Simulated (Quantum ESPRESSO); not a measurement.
**HfC in Quantum ESPRESSO: the effect of functional**

HfC:

```
CELL_PARAMETERS angstrom
0.00000 2.32500 2.32500
2.32500 0.00000 2.32500
2.32500 2.32500 0.00000
ATOMIC_POSITIONS crystal
Hf 0.50000 0.50000 0.50000
C 0.00000 0.00000 0.00000
```

Alike in all runs:

| Item | Value |
| --- | --- |
| Program | Quantum ESPRESSO 7.5 |
| Task | phonons |
| Cutoff | 612 eV |
| Density cutoff | 4898 eV |
| k mesh | 10 × 10 × 10 |
| Occupations | cold, width 0.2 eV |
| Spin | no spin polarisation |

Each run relaxes the cell or the atoms first.

```tsv
functional	potentials or basis	relaxed volume (Å³/atom)	highest phonon frequency (cm⁻¹)
LDA	GBRV 1.5 LDA	?	?
PBE	GBRV 1.5 PBE	12.59	421
PBEsol	GBRV 1.5 PBEsol	12.25	451
WC	GBRV 1.5 PBE	12.31	447
AM05	GBRV 1.5 PBE	12.22	458
RPBE	GBRV 1.5 PBE	12.77	407
vdW-DF-cx	GBRV 1.5 PBE	12.25	453
```

Task: What does the run with functional LDA give?

Result: Relaxed volume 11.99 Å³/atom; highest phonon frequency 464 cm⁻¹.

Caveats: the potentials were made for another functional, which shifts forces and pressure (some runs).
